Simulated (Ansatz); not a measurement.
Bands of Os

```
Os
1.0
     0.00000    1.94500    1.94500
     1.94500    0.00000    1.94500
     1.94500    1.94500    0.00000
Os
1
Cartesian
  0.0000 0.0000 0.0000
```

The cell comes from COD entry 1534943, which wasn't checked; take it as a given geometry.

Spin–orbit coupling is left out, though it moves levels of the heavy atoms by tenths of an eV or more.

All numbers below come from Ansatz 0.2.0, DFT, PBE, all-electron LAPW, scalar-relativistic.

The runs use a Γ-centred 14×14×14 k mesh, Fermi–Dirac smearing of 0.03 eV, basis error target 0.25 meV/atom, no spin polarisation.

Points in fractions of the reciprocal vectors of this cell: Γ (0, 0, 0), X (0.5, 0, 0.5), U (0.625, 0.25, 0.625), K (0.375, 0.375, 0.75), L (0.5, 0.5, 0.5), W (0.5, 0.25, 0.75). The path joins them by straight lines in the order Γ–X–U–K–Γ–L–W–X; legs that retrace an earlier one aren't tabulated. Energies are in eV from the Fermi level.

Problem. Metal or insulator at this level of theory?

Solution. No gap opens: metallic or semimetallic.

Problem. Tabulate bands 19 to 26, counted from the lowest band of the run, along the path.

Solution. 
```tsv
k (1/Å)	point	band 19	band 20	band 21	band 22	band 23	band 24	band 25	band 26
0.00	Γ	-45.32	-10.35	-2.74	-2.74	-2.74	0.09	0.09	13.44
0.23		-45.34	-10.05	-3.00	-2.57	-2.57	-0.21	0.18	13.99
0.46		-45.38	-9.18	-3.64	-2.05	-2.05	-0.96	0.45	15.53
0.69		-45.45	-7.96	-4.45	-1.79	-1.20	-1.20	0.86	17.46
0.92		-45.52	-6.92	-5.22	-1.96	-0.08	-0.08	1.35	17.06
1.15		-45.59	-6.71	-5.85	-0.76	1.21	1.21	1.82	14.60
1.38		-45.63	-6.94	-6.24	1.18	2.16	2.42	2.42	12.56
1.62	X	-45.65	-7.07	-6.38	2.26	2.29	2.97	2.97	11.52
1.70		-45.65	-7.04	-6.35	1.78	2.23	2.95	3.49	11.02
1.78		-45.64	-6.95	-6.27	1.09	2.05	2.89	4.27	10.35
1.86		-45.64	-6.82	-6.13	0.42	1.78	2.79	5.10	9.63
1.94		-45.63	-6.65	-5.93	-0.22	1.45	2.65	5.97	8.90
2.02		-45.61	-6.46	-5.66	-0.82	1.09	2.47	6.86	8.18
2.10		-45.60	-6.26	-5.36	-1.37	0.71	2.26	7.50	7.77
2.19	U	-45.58	-6.04	-5.04	-1.87	0.34	2.02	6.89	8.69
2.33		-45.58	-5.85	-4.85	-2.28	0.04	2.03	6.82	8.99
2.47		-45.59	-5.50	-4.66	-2.90	-0.34	2.16	7.12	8.90
2.61		-45.61	-5.14	-4.51	-3.45	-0.57	2.25	7.55	8.56
2.75		-45.61	-5.14	-4.51	-3.45	-0.57	2.25	7.55	8.56
2.89		-45.59	-5.50	-4.66	-2.90	-0.34	2.16	7.12	8.90
3.03		-45.58	-5.85	-4.85	-2.28	0.04	2.03	6.82	8.99
3.18	K	-45.58	-6.04	-5.04	-1.87	0.34	2.02	6.89	8.69
3.42		-45.53	-5.38	-4.28	-3.09	-0.61	1.17	5.58	11.52
3.66		-45.47	-5.25	-3.84	-3.82	-1.19	0.21	4.64	11.67
3.91		-45.41	-6.28	-4.08	-3.09	-1.35	-0.74	3.08	13.27
4.15		-45.37	-7.72	-3.91	-2.42	-1.56	-1.12	1.38	14.71
4.40		-45.34	-9.07	-3.46	-2.26	-2.20	-0.63	0.35	15.61
4.64		-45.32	-10.01	-2.96	-2.61	-2.56	-0.13	0.10	14.05
4.89	Γ	-45.32	-10.35	-2.74	-2.74	-2.74	0.09	0.09	13.44
5.09		-45.33	-10.12	-2.88	-2.64	-2.64	0.02	0.02	13.85
5.29		-45.34	-9.48	-3.19	-2.41	-2.41	-0.10	-0.10	14.87
5.49		-45.37	-8.58	-3.43	-2.27	-2.27	0.02	0.02	14.30
5.69		-45.40	-7.74	-3.20	-2.39	-2.39	0.58	0.58	12.74
5.89		-45.42	-7.32	-2.63	-2.63	-2.23	1.37	1.37	11.06
6.09		-45.44	-7.23	-2.82	-2.82	-0.89	2.06	2.06	9.31
6.29	L	-45.44	-7.22	-2.89	-2.89	-0.18	2.33	2.33	8.43
6.45		-45.45	-7.08	-3.05	-2.76	-0.65	2.30	2.92	8.33
6.61		-45.47	-6.66	-3.46	-2.39	-1.48	2.19	4.10	8.08
6.78		-45.50	-6.05	-4.01	-2.27	-1.79	2.03	5.45	7.77
6.94		-45.54	-5.34	-4.55	-2.95	-1.10	1.93	6.84	7.55
7.10		-45.59	-4.99	-4.64	-3.45	-0.64	2.14	7.58	8.17
7.27		-45.64	-5.27	-4.09	-3.76	-0.63	2.69	8.08	9.26
7.43	W	-45.66	-5.37	-3.87	-3.87	-0.70	2.98	8.96	9.74
7.54		-45.66	-5.50	-4.51	-3.14	-0.51	2.98	8.94	9.00
7.66		-45.66	-5.81	-5.07	-2.33	-0.02	2.98	8.01	9.12
7.78		-45.66	-6.19	-5.54	-1.46	0.61	2.98	7.01	9.34
7.89		-45.66	-6.55	-5.90	-0.52	1.26	2.98	5.94	9.69
8.01		-45.65	-6.83	-6.17	0.47	1.81	2.97	4.85	10.20
8.12		-45.65	-7.01	-6.33	1.48	2.17	2.97	3.77	10.85
8.24	X	-45.65	-7.07	-6.38	2.26	2.29	2.97	2.97	11.52
```
